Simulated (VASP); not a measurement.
Crystal: TiSe2.

```xyz
3
Lattice="3.5360 0.0000 0.0000 -1.7680 3.0623 0.0000 0.0000 0.0000 6.0040" Properties=species:S:1:pos:R:3 pbc="T T T"
Ti    0.0000    0.0000    0.0000
Se    0.0000    2.0415    1.5322
Se    1.7680    1.0208    4.4718
```

- Program: VASP 6.6.1
- Task: relaxation of cell and atoms
- Functional: PBE
- Potentials or basis: VASP PAW PBE potentials, release 64 (Ti_sv, Se)
- Cutoff: 600 eV
- k mesh: 12 × 12 × 6
- Occupations: methfessel-paxton, width 0.1 eV
- Spin: no spin polarisation

At the start: pressure 1.6 GPa; volume 21.67 Å³/atom.

Task: How do energy, volume and symmetry change on relaxing?

Result: Over 16 steps the energy falls by 10.0 meV/atom and the volume is 24.27 Å³/atom (+12.0 %); space group P-3m1 (No. 164, to 0.05 Å).

The path:
```
step  energy change (eV)  largest force (eV/Å)  pressure (GPa)  volume (Å³)
   1              0.0000                0.0782            1.62        65.01
   2             -0.0030                0.2986           -1.13        67.09
   3             -0.0065                0.1414            0.00        66.20
   4             -0.0089                0.1301            0.04        66.40
   5             -0.0146                0.0981            0.12        67.02
   6             -0.0226                0.0320            0.39        68.25
   7             -0.0255                0.1046            1.11        70.64
   8             -0.0269                0.0691            0.88        71.06
   9             -0.0289                0.0347            0.15        72.30
  10             -0.0289                0.0415            0.14        72.38
  11             -0.0289                0.0545            0.04        72.54
  12             -0.0289                0.0500            0.04        72.49
  13             -0.0289                0.0457            0.07        72.44
  14             -0.0291                0.0409            0.08        72.47
  15             -0.0296                0.0258            0.06        72.58
  16             -0.0300                0.0043            0.02        72.80
```

Final structure:
```cif
data_structure
_symmetry_space_group_name_H-M 'P 1'
_symmetry_Int_Tables_number 1
_cell_length_a 3.5449
_cell_length_b 3.5449
_cell_length_c 6.6900
_cell_angle_alpha 90.000
_cell_angle_beta 90.000
_cell_angle_gamma 120.000
_cell_volume 72.80
loop_
_atom_site_label
_atom_site_type_symbol
_atom_site_fract_x
_atom_site_fract_y
_atom_site_fract_z
_atom_site_occupancy
Ti1 Ti 0.00000 0.00000 0.00000 1
Se1 Se 0.33333 0.66667 0.23116 1
Se2 Se 0.66667 0.33333 0.76884 1
```

Caveat: this functional lacks dispersion, which binds the layers, so the pressure and a relaxed spacing across them are unreliable; the volume moved by +12 % from the deposited cell, more than functionals usually miss.
